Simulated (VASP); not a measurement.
Ga, 5 atoms in the cell. The cell holds a slab with vacuum, 5 atoms: a = 2.808 Å, b = 2.985 Å, c = 24.504 Å, α = 90.00°, β = 90.00°, γ = 118.06°.  The cell isn't the ideal one: the (1 0 1) slab of Ga, cut from the database cell, not relaxed.

- Program: VASP 6.6.1
- Task: relaxation of the atoms
- Functional: PBE
- Dispersion: dDsC
- Potentials or basis: VASP PAW PBE potentials, release 64 (Ga_d)
- Cutoff: 520 eV
- k mesh: 11 × 11 × 1
- Occupations: gaussian, width 0.05 eV
- Spin: no spin polarisation
- Dipole correction: yes
- Atoms held fixed (from 0): [0, 1]
- Further INCAR settings: ALGO = Normal; EDIFF = 1e-06; IBRION = 2; EDIFFG = -0.01; NSW = 40

Potentials or basis: VASP PAW PBE potentials, release 64 (Ga_d).

Command:

```bash
$ cat potpaw_PBE.64/Ga_d/POTCAR > POTCAR
$ mpirun -np 1 vasp_std > vasp.out
```

Hardware: 1 thread of Intel(R) Xeon(R) 6975P-C (Granite Rapids), on a shared host.

Question: Estimate the wall time of this run.

Answer: Run time: 21 min on 1 thread of Intel(R) Xeon(R) 6975P-C (Granite Rapids) (shared host), peak memory 0.45 GiB. Counts: scf iterations 108, k points 36, ion steps 11.
